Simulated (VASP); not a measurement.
**BAs (strained zincblende): one r²SCAN single-point calculation in two programs**

```
CELL_PARAMETERS angstrom
0.00000 2.27012 2.44797
2.27012 0.00000 2.44797
2.27012 2.27012 0.00000
ATOMIC_POSITIONS crystal
B 0.00000 0.00000 0.00000
As 0.25000 0.25000 0.25000
```

Each program uses its own PAW datasets. VASP's cell holds 8 valence electrons and Ansatz's 18. Ansatz's stress includes a Pulay correction; VASP's doesn't.

Cutoffs: 520 eV in VASP, 500 eV in Ansatz. k meshes: 10×10×10 and 10×10×10.

```tsv
	VASP	Ansatz
gap between bands v and c	0.65 eV	0.66 eV
least direct gap	3.11 eV	3.10 eV
pressure	13.9 GPa	13.5 GPa
```

Band v is the last that the valence electrons fill when counted band by band, and c is the next. Levels in eV from the top of v, Ansatz:

```csv
point,v−1,v,c,c+1
Γ,0.00,0.00,3.10,3.10
X,-4.40,-4.40,1.86,2.09
K,-7.01,-4.54,1.63,5.45
L,-2.90,-1.84,2.66,5.02
W,-6.46,-6.20,5.71,6.65
```

VASP:

| point | v−1 | v | c | c+1 |
| --- | --- | --- | --- | --- |
| Γ | 0.00 | 0.00 | 3.11 | 3.11 |
| X | -4.40 | -4.40 | 1.86 | 2.09 |
| K | -7.01 | -4.54 | 1.63 | 5.44 |
| L | -2.90 | -1.83 | 2.67 | 5.01 |
| W | -6.46 | -6.21 | 5.69 | 6.64 |
